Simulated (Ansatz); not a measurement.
# In2As: what a guessed cell relaxes into, part 2 of 2

Aim: relax a trial structure of In2As and see where it ends.

Ansatz 0.2.0; DFT PBE, scalar-relativistic, plane waves, PAW.

## Step 4: Final relaxation

The end of the coarse run is made exact in the group found at a tolerance of 0.06 Å and reduced to its primitive cell.

input.yaml

```yaml
crystal:
  lattice:
    - [3.3399292118, 0.0, 0.0]
    - [-1.6699646059, 2.8924635443, 0.0]
    - [0.0, 0.0, 13.4727875436]
  atoms:
    - { symbol: In, position: [0.3333333333, 0.6666666667, 0.8257816277] }
    - { symbol: In, position: [0.3333333333, 0.6666666667, 0.1742183723] }
    - { symbol: As, position: [0.0, 0.0, 0.0] }
basis:
  ecutwfc: 420
kpoints:
  mp_grid: { grid: [18, 18, 4] }
hamiltonian:
  xc: pbe
scf:
  occupations: { method: gaussian, width: 0.1 }
output:
  forces: true
  stress: true
  eigenvalues: true
  write_density: true
  write_potential: true
  elf: true
  volumetric_format: npy
relax:
  adjacent_minimum: "off"
  f_tol: 0.01
  max_steps: 80
  cell: { stress_tol: 0.05 }
```

On the command line:

```bash
> ansatz run input.yaml --threads 1 --pin off --max-ram 2560MiB --backend cpu --events-out ev --progress --plain --runs-dir out
```

The program printed, shortened:

```text
Warning: RAYON_NUM_THREADS=1 ignored (pool sized by the plan → 1); use --threads N
[...]
Pseudopotentials: kind: paw
Pseudopotential: In, paw, valence charge 13, recommended cutoff 420 eV (normal), In.paw.azcp
Pseudopotential: As, paw, valence charge 15, recommended cutoff 420 eV (normal), As.paw.azcp
Functional definition: PBE
[...]
Crystal: 3 atoms, lattice volume = 130.156 Å³
Basis set: ecut = 420 eV, 2565 PW (Γ), exchange–correlation on 48×48×192 points (8 copies of the dense FFT grid, shifted against one another)
[...]
WARN: The output density's exchange-correlation potential varies sharply where the density is thin. Do not read a vacuum level from v_tot or v_xc, or from such a field of the output density. On a cell that repeats whose density bears no net charge and no dipole along the vacuum's axis use [...]
[... band rows left out ...]
[...]
--- Relaxed structure (4 steps of the walk, 4 accepted, 1 SCFs on fresh bases) ---
  F+E_penalty+E_count = -16051.22815876 eV   max|allowed force component| = 2.183e-5 eV/Å   (the final SCF, on the basis selected at the relaxed cell)
  cell:  # Å, volume = 128.7428 Å³
    - [3.3207908273148594, -2.1662350656225955e-32, 0.0]
    - [-1.6603954136574297, 2.8758892171090116, 0.0]
    - [0.0, 0.0, 13.480599566036847]
  atoms:
    - { symbol: In, position: [0.33333333333333326, 0.6666666666666665, 0.8219714108087431] }
    - { symbol: In, position: [0.33333333333333326, 0.6666666666666665, 0.17802858919125683] }
    - { symbol: As, position: [-1.8488927466117464e-32, -2.8783559898886006e-17, 0.0] }
```

Run time: 98 s. Hardware: 1 thread of Intel Xeon 6975P-C (Granite Rapids), shared host; peak memory 0.65 GiB.

Step by step:

| step | energy from step 1 (eV/cell) | largest force component (eV/Å) | pressure (GPa) | volume (Å³) |
| --- | --- | --- | --- | --- |
| 1 | 0.0000 | 0.1148 | 0.29 | 130.16 |
| 2 | -0.0053 | 0.0138 | -0.18 | 129.98 |
| 3 | -0.0061 | 0.0054 | -0.07 | 129.22 |
| 4 | -0.0063 | 0.0000 | 0.00 | 128.74 |
| 5 | -0.0061 | 0.0000 | 0.00 | 128.74 |

Step 1 is the start. Step 5 repeats the geometry before it on a plane-wave basis chosen anew for that cell, so its energy need not be comparable with the rows above.

|  | before | after | change |
| --- | --- | --- | --- |
| a (Å) | 3.340 | 3.321 | -0.6 % |
| b (Å) | 3.340 | 3.321 | -0.6 % |
| c (Å) | 13.473 | 13.481 | +0.1 % |
| volume (Å³/atom) | 43.39 | 42.91 | -1.1 % |
| shortest distance (Å) | 3.038 | 3.072 | +1.1 % |
| space group (0.01 Å) | P-6m2 | P-6m2 | same |

The run keeps the 12 symmetry operations of the start, so it could not have lowered the symmetry.

Density in a lattice plane of the grid's cell (edges 3.32 and 13.48 Å, at 0.667 of the third edge), which holds In.

Ten even steps from '0' (0.00 e/Å³) to '9' (8.38 e/Å³):
```
000000
000000
028200
039300
000000
000000
000000
000000
000000
000000
000000
000000
000000
000000
000000
039300
028200
000000
000000
000000
```
Columns run along the first of these edges and rows up along the second, over one cell in 6 and 20 even steps from the bottom left corner. Atoms in the plane (fractional): In at (0.33, 0.82), In at (0.33, 0.18).

ELF in the same plane.

Ten even steps from ' ' (0.00) to '@' (0.62):
```
%%==::==%%@@
----------==
----  ------
==::  ::====
**==++==++==
==##%%##==..
..--++--..  
            
            
            
            
            
..--++--..  
==##%%##==..
**==++==++==
==::  ::====
----  ------
----------==
%%==::==%%@@
@@++::++@@@@
```
Columns run along the first of these edges and rows up along the second, over one cell in 6 and 20 even steps from the bottom left corner. Atoms in the plane (fractional): In at (0.33, 0.82), In at (0.33, 0.18).

Both are smooth fields of the valence electrons: close to the nuclei they are not physical.

Maxima of ELF outside the ion cores: 0.69 in the shell around As, 0.9 Å from As; 0.54 outside the outer layer, 1.8 Å from In.

## Step 5: Changed: n_extra_bands 16, mixing.algorithm msr1, mixing.beta 0.3, mixing.ndim 16

input.yaml

```yaml
crystal:
  lattice:
    - [3.3207908273, 0.0, 0.0]
    - [-1.6603954137, 2.8758892171, 0.0]
    - [0.0, 0.0, 13.480599566]
  atoms:
    - { symbol: In, position: [0.3333333333, 0.6666666667, 0.8219714108] }
    - { symbol: In, position: [0.3333333333, 0.6666666667, 0.1780285892] }
    - { symbol: As, position: [0.0, 0.0, 0.0] }
basis:
  ecutwfc: 420
kpoints:
  mp_grid: { grid: [18, 18, 4] }
hamiltonian:
  xc: pbe
scf:
  occupations: { method: gaussian, width: 0.1 }
  n_extra_bands: 16
  mixing: { algorithm: msr1, beta: 0.3, ndim: 16 }
output:
  forces: true
  eigenvalues: true
  stress: true
```

On the command line:

```bash
> ansatz run input.yaml --threads 1 --pin off --max-ram 2560MiB --backend cpu --events-out ev --progress --plain --runs-dir out
```

The program printed, shortened:

```text
Warning: RAYON_NUM_THREADS=1 ignored (pool sized by the plan → 1); use --threads N
scf.n_extra_bands = 16 over 21 filled bands (N_el = 41.0): the run solves 37 bands
[...]
[... 4 set-up lines as earlier in the session ...]
[...]
Crystal: 3 atoms, lattice volume = 128.743 Å³
[...]
Fermi energy:    4.369855 eV
[...]
--- Forces (eV/Å), atoms counted from 1 ---
  atom   1  In    -0.00000000    -0.00000000     0.00004049
  atom   2  In    -0.00000000    -0.00000000    -0.00004049
  atom   3  As    -0.00000000     0.00000000     0.00000000
[...]
--- Stress (GPa, compression-positive) ---
        0.003139       0.000000       0.000000
        0.000000       0.003139       0.000000
        0.000000       0.000000      -0.003241
  P = ⅓ Tr σ = 0.0010 GPa (0.010 kbar)
--- Band table (eV; the first three rows and the last of 111) ---
[...]
```

Wall time 19 s (1 thread of Intel Xeon 6975P-C (Granite Rapids), shared host); peak memory 0.72 GiB.

| run | ending | energy change | pressure (GPa) | gap (eV) | force (eV/Å) | cycles | time |
| --- | --- | --- | --- | --- | --- | --- | --- |
| step 4 | converged | 0 | 0.0 | 0.00 | 0.00 | - | 98 s |
| variant | converged | 0.0 meV/atom | 0.0 | 0.00 | 0.00 | 6 | 19 s |

Same state: the changed band count and mixing leaves the energy within 0.5 meV/atom.

## Step 6: Summary of results

The summary covers parts 1 to 2. Changes of volume or cell count from the first structure of part 1.

```
                              quantity                                                                        value
symmetry at the end (tolerance 0.05 Å)                                                  space group P-6m2 (No. 187)
                     conventional cell  a = 3.321 Å, b = 3.321 Å, c = 13.481 Å, α = 90.00°, β = 90.00°, γ = 120.00°
                                volume                                                                42.91 Å³/atom
              energy over the elements                                                                +0.20 eV/atom
                       gap on the mesh                                                                 none (metal)
```

What this shows: The space group P-6m2 (No. 187) is kept, and the volume per atom grows by 28.9 % from the first guess. With a positive formation energy it can't be a ground state. No finished test with a distortion of lower symmetry is shown, so the end may be a saddle point. The cell holds empty space of several Å, a single layer or slab in vacuum, so volume, pressure and the long edge depend on that space. Where forces pass 15 eV/Å atoms stand far too close, the PAW spheres overlap strongly and those numbers are rough.
